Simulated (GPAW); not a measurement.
Crystal: MgO.

```
Mg O
1.0
     0.00000    2.09700    2.09700
     2.09700    0.00000    2.09700
     2.09700    2.09700    0.00000
Mg O
1 1
Cartesian
  0.0000 0.0000 0.0000
  2.0970 2.0970 2.0970
```

The cell is a database's computed one.

* Program: GPAW 26.7.0
* Task: relaxation of cell and atoms
* Functional: RPBE
* Dispersion: D3(BJ)
* Potentials or basis: the program's PAW data sets (release 1.2.1) made for this functional
* Cutoff: 800 eV
* Basis: pw
* k mesh: 11 × 11 × 11
* Occupations: fermi-dirac, width 0.05 eV
* Spin: no spin polarisation

At the start: pressure -14.4 GPa; volume 9.22 Å³/atom.

Where does the relaxation end?

Over 4 steps the energy falls by 34.4 meV/atom and the volume is 8.50 Å³/atom (-7.8 %); space group Fm-3m (No. 225, to 0.05 Å).

The path:
| step | energy change (eV) | largest force (eV/Å) | pressure (GPa) | volume (Å³) |
| --- | --- | --- | --- | --- |
| 1 | 0.0000 | 0.0000 | -14.45 | 18.44 |
| 2 | -0.0263 | 0.0000 | -11.72 | 18.12 |
| 3 | -0.0682 | 0.0000 | 1.29 | 16.89 |
| 4 | -0.0687 | 0.0000 | -0.09 | 17.00 |

Final structure:
```yaml
crystal:
  lattice:
    - [0.00000, 2.04091, 2.04091]
    - [2.04091, 0.00000, 2.04091]
    - [2.04091, 2.04091, 0.00000]
  atoms:
    - { symbol: Mg, position: [0.00000, 0.00000, 0.00000] }
    - { symbol: O, position: [0.50000, 0.50000, 0.50000] }
```

Caveat: later steps reuse the first step's grids.
